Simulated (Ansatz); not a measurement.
Take a crystal in which Ba has been replaced by Sr on all its sites, with the cell rescaled by a rough guess (in some cases also distorted within its space group) and nothing relaxed:

```cif
data_structure
_symmetry_space_group_name_H-M 'P 1'
_symmetry_Int_Tables_number 1
_cell_length_a 3.9451
_cell_length_b 3.9451
_cell_length_c 3.5564
_cell_angle_alpha 90.000
_cell_angle_beta 90.000
_cell_angle_gamma 90.000
_cell_volume 55.35
loop_
_atom_site_label
_atom_site_type_symbol
_atom_site_fract_x
_atom_site_fract_y
_atom_site_fract_z
_atom_site_occupancy
Sr1 Sr 0.50000 0.50000 0.50000 1
```

All numbers below come from Ansatz 0.2.0, DFT PBE, scalar-relativistic, plane waves, PAW.

Plane waves to 420 eV, a k mesh through Γ of 10×10×12 on the computed 1-atom cell and Gaussian smearing (0.10 eV); no spin polarisation.

**Question.** What pressure does the cell carry?

**Answer.** The pressure is 0.4 GPa (positive in compression), so the cell would expand.

**Question.** Is it a metal on this mesh?

**Answer.** Yes, a band crosses the Fermi level.

This form isn't the element's structure at ambient conditions.